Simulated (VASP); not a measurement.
Set up this calculation in VASP 6.6.1, as the native input.

| Property | Result |
| --- | --- |
| Task | relaxation of cell and atoms |
| Functional | PBEsol |
| Dispersion | D3(BJ) |
| Potentials or basis | VASP PAW PBE potentials, release 64 (W_sv, S) |
| Cutoff | 700 eV |
| k mesh | 12 × 12 × 12 |
| Occupations | gaussian, width 0.02 eV |
| Spin | no spin polarisation |
| Further INCAR settings | ALGO = Normal; EDIFF = 1e-07; IBRION = 2; EDIFFG = -0.002; NSW = 80; ISIF = 3 |

The structure of WS2 lies in POSCAR:

```
WS2
1.0
    1.5790000000      0.9116360800      6.1633333300
   -1.5790000000      0.9116360800      6.1633333300
    0.0000000000     -1.8232721500      6.1633333300
W S
1 2
Direct
    0.0000000000      0.0000000000      0.0000000000
    0.2497000000      0.2497000000      0.2497000000
    0.4190000000      0.4190000000      0.4190000000
```

Measurements of this composition are mostly on another form, of space group No. 194.

One way to write it, as run:

INCAR

```
  ALGO = Normal
  EDIFF = 1E-7
  EDIFFG = -0.002
  ENCUT = 700
  GGA = PS
  IBRION = 2
  ISIF = 3
  ISMEAR = 0
  IVDW = 12
  LASPH = True
  LCHARG = False
  LREAL = False
  LWAVE = False
  NELM = 60
  NSW = 80
  PREC = Accurate
  SIGMA = 0.02
```

KPOINTS

```
k-points
0
Gamma
  12 12 12
```

Potentials or basis: VASP PAW PBE potentials, release 64 (W_sv, S).

Launch:

```sh
$ cat potpaw_PBE.64/W_sv/POTCAR potpaw_PBE.64/S/POTCAR > POTCAR
$ mpirun -np 1 vasp_std > vasp.out
```

It gave:

The relaxed volume is 16.44 Å³/atom and the relaxed cell is a = 6.117 Å, b = 6.117 Å, c = 6.117 Å, α = 29.56°, β = 29.56°, γ = 29.56°. The space group after relaxing (to 0.05 Å) is R3m (No. 160). The energy gained by relaxing is 18.1 meV/atom, the ionic steps are 27 and the pressure after relaxing is 0.0 GPa. The band gap on the k mesh is 0.72 eV, indirect (least direct gap 2.03 eV) and the dispersion energy per atom is -0.417 eV.

Caveat: the PAW data sets were made with another functional, which shifts forces and pressure a little; spin-orbit coupling is left out, which moves the levels of the heavy elements.

Wall time 80 min on 1 thread of Intel(R) Xeon(R) 6975P-C (Granite Rapids), with other jobs on the host, peak memory 0.65 GiB.
